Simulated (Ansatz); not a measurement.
Rock-salt NaBr was calculated with PBE-D3(BJ) (Ansatz, an electronic-structure program, PAW).

Numerical settings: plane-wave cutoff 520 eV, 10×10×10 k mesh, Fermi–Dirac smearing 0.01 eV, scalar-relativistic PAW data made under PBE.

Results at a series of volumes:

```
V (Å³/atom)  E − E_lowest (meV/atom)  P (GPa)
-----------  -----------------------  -------
24.110                          7.56    1.668
24.623                          3.23    1.048
25.136                          0.78    0.494
25.649                          0.00    0.000
26.161                          0.72   -0.442
26.674                          2.78   -0.837
27.187                          6.03   -1.189
```

Q: Estimate the bulk modulus and its pressure derivative from these points.

A: V0 = 25.648 Å³/atom, B0 = 23.4 GPa, B′ = 4.7 (fit to the energies at full precision).

Measured, for comparison: bulk modulus 22.6 GPa (4 K, zero-point motion not removed; as tabulated in Doll and Stoll (1998), arXiv:cond-mat/9801031); equilibrium volume per atom 26.01 Å³/atom (low temperature, zero-point motion not removed; as tabulated in Doll and Stoll (1998), arXiv:cond-mat/9801031). Computed (rounded) less measured: bulk modulus +4 %, equilibrium volume per atom -1.4 %.

Computed values are for the static lattice.
